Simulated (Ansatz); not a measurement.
Reaction (formal exchange of groups at the Al–C bond): `[CH3][Al]([SiH3])[O][SiH3]` + `BCCN` → `[BH2][Al]([SiH3])[O][SiH3]` + `CCCN`

Isolated molecules relaxed with PBE0-D4/def2-TZVP in Ansatz; ΔE leaves out vibrations. CCSD(T)/CBS is the MP2 limit (def2-TZVPP, def2-QZVPP) plus CCSD(T) − MP2 in def2-TZVPP, frozen cores. Each species was taken in one conformer, which may not be the lowest.

`[CH3][Al]([SiH3])[O][SiH3]`:

Cartesian coordinates in Å:
```
C 0.838 -0.880 2.201
Al 0.197 -0.378 0.436
Si -0.143 -1.911 -1.451
O -0.168 1.246 0.134
Si -0.632 2.589 -0.652
H 1.027 -0.009 2.834
H 1.761 -1.465 2.136
H 0.106 -1.515 2.711
H -1.496 -1.737 -2.056
H 0.853 -1.651 -2.532
H -0.007 -3.344 -1.062
H -0.942 2.291 -2.079
H 0.453 3.605 -0.607
H -1.848 3.158 -0.013
```

`BCCN`:

Cartesian coordinates in Å:
```
B -0.155 1.102 -1.573
C -0.499 0.233 -0.337
C 0.648 -0.436 0.417
N 0.307 -1.128 1.647
H -1.021 1.461 -2.319
H 0.965 1.479 -1.778
H -1.301 -0.484 -0.559
H -0.995 0.970 0.327
H 1.409 0.315 0.651
H 1.140 -1.158 -0.243
H -0.366 -1.863 1.464
H -0.133 -0.491 2.302
```

`[BH2][Al]([SiH3])[O][SiH3]`:

Z-matrix (Å, degrees):
```
Si
Al 1 2.464
H 1 1.492 2 112.0
H 1 1.493 2 110.8 3 -119.6
H 1 1.492 2 112.3 3 121.0
O 2 1.692 1 116.2 3 43.8
B 2 2.122 1 125.9 3 -136.7
Si 6 1.624 2 168.2 1 2.5
H 7 1.200 2 122.6 1 90.6
H 7 1.200 2 122.6 1 -87.5
H 8 1.487 6 110.0 2 141.0
H 8 1.489 6 110.8 2 21.0
H 8 1.487 6 110.0 2 -99.2
```

`CCCN`:

Cartesian coordinates in Å:
```
C 1.420 0.597 0.791
C 0.002 0.087 0.601
C -0.320 -0.231 -0.854
N -1.659 -0.726 -1.121
H 1.590 1.512 0.217
H 1.632 0.820 1.839
H 2.153 -0.142 0.455
H -0.715 0.831 0.969
H -0.155 -0.814 1.205
H -0.163 0.666 -1.463
H 0.395 -0.973 -1.227
H -2.351 -0.051 -0.815
H -1.832 -1.575 -0.596
```

| species | CCSD(T)/CBS(def2) energy (Eh) |
| --- | --- |
| `[CH3][Al]([SiH3])[O][SiH3]` | -938.91404 |
| `BCCN` | -160.38726 |
| `[BH2][Al]([SiH3])[O][SiH3]` | -924.99500 |
| `CCCN` | -174.27758 |

Task: Work out ΔE.

Result: ΔE = (-924.99500) + (-174.27758) − (-938.91404) − (-160.38726) = 0.02872 Eh = +75.4 kJ/mol.

Largest T1 diagnostic among the species: 0.013.

In def2-TZVPP, CCSD(T) changes the Hartree–Fock value by +5.6 kJ/mol (the triples alone add +1.5 kJ/mol) and MP2 by +14.2 kJ/mol.
